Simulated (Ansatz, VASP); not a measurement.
**Two plane-wave programs on CdTe (e600)**

```
CELL_PARAMETERS angstrom
0.00000 3.30902 3.30902
3.30902 0.00000 3.30902
3.30902 3.30902 0.00000
ATOMIC_POSITIONS crystal
Cd 0.00000 0.00000 0.00000
Te 0.25000 0.25000 0.25000
```

Alike in both runs: functional PBE; k mesh 10 × 10 × 10; occupations gaussian, width 0.02 eV; no spin polarisation.

Ansatz relaxed the structure, and its values are those at the end. VASP's run is a single point on that final structure, the one shown.

```csv
,VASP,Ansatz
version,VASP 6.6.1,Ansatz 0.2.0
potentials or method,"VASP PAW PBE potentials, release 64 (Cd, Te)","scalar-relativistic, plane waves, PAW"
plane-wave cutoff (eV),520,600
valence electrons in the cell,18,36
```

Ansatz gave:

* gap on the k mesh at the Fermi level (eV): 0.59
* least direct gap on the mesh (eV): 0.59
* pressure (GPa): 0.0

**Question.** What did VASP give for the same quantities?

**Answer.** gap on the k mesh at the Fermi level (eV): 0.58; least direct gap on the mesh (eV): 0.58; pressure (GPa): 0.1.

The two sets of potentials don't hold the same shells in valence.

Caveats: spin-orbit coupling is left out, which moves the levels of the heavy elements.
